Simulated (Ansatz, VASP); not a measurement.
Given: the input of a run of VASP 6.6.1 on CaF3.

INCAR

```
SYSTEM = CaF3
PREC = Accurate
ENCUT = 520
EDIFF = 1E-7
ISMEAR = -1
SIGMA = 0.05
LREAL = .False.
LASPH = .True.
NELM = 60
ALGO = Normal
ISIF = 2
LWAVE = .False.
LCHARG = .False.
GGA = PS
NBANDS = 24
```

The input KPOINTS:

```
regular mesh
0
Gamma
  10 10 10
  0 0 0
```

File POSCAR:

```
CaF3
1.0
   -1.8606327120      1.8606327120      3.1568954996
    1.8606327120     -1.8606327120      3.1568954996
    1.8606327120      1.8606327120     -3.1568954996
Ca F
1 3
Direct
    0.0000000000      0.0000000000      0.0000000000
    0.5000000000      0.5000000000      0.0000000000
    0.2500000000      0.7500000000      0.5000000000
    0.7500000000      0.2500000000      0.5000000000
```

Potentials or basis: VASP PAW PBE potentials, release 64 (Ca_sv, F).

The run is started by

```bash
$ cat potpaw_PBE.64/Ca_sv/POTCAR potpaw_PBE.64/F/POTCAR > POTCAR
$ mpirun -np 1 vasp_std > vasp.out
```

Question: Set up the same calculation for Ansatz 0.2.0. Potentials there: Ansatz PAW.

Answer: As run (the cutoff follows the program's own potentials):

input.yaml

```yaml
crystal:
  lattice:
    - [-1.860632712, 1.860632712, 3.1568954996]
    - [1.860632712, -1.860632712, 3.1568954996]
    - [1.860632712, 1.860632712, -3.1568954996]
  atoms:
    - { symbol: Ca, position: [0.0, 0.0, 0.0] }
    - { symbol: F, position: [0.5, 0.5, 0.0] }
    - { symbol: F, position: [0.25, 0.75, 0.5] }
    - { symbol: F, position: [0.75, 0.25, 0.5] }
hamiltonian:
  xc: pbesol
  pseudopotentials: { kind: paw }
kpoints:
  mp_grid: { grid: [10, 10, 10] }
scf:
  occupations: { method: fermi_dirac, width: 0.05 }
output:
  forces: true
  stress: true
  eigenvalues: true
```

Potentials or basis: Ansatz PAW.

Run with:

```bash
$ ansatz run input.yaml --threads 1 --pin off --max-ram 3584MiB --backend cpu --events-out ev --progress --plain --runs-dir out
```

Both were run:

|  | VASP | Ansatz | Ansatz less VASP |
| --- | --- | --- | --- |
| gap on the k mesh at the Fermi level (eV) | none | none | - |
| pressure (GPa) | 1.3 | 1.3 | -0.01 |
| largest component of the traceless stress (GPa) | 0.52 | 0.55 | +0.028 |

A gap of «none» marks a metal or a gap that the smearing closes. The functional is the same, so the differences come from potentials, cutoffs and numerics.

Caveats: an odd number of electrons without spin polarisation forces a metal; a magnetic or distorted state may lie lower; the PAW data sets were made with another functional, which shifts forces and pressure a little (VASP); the pressure holds a Pulay correction of +0.9 GPa for the finite cutoff (Ansatz); the PAW data sets come from PBE, with cores solved anew for the run's functional, which leaves a small shift of forces and pressure (Ansatz).
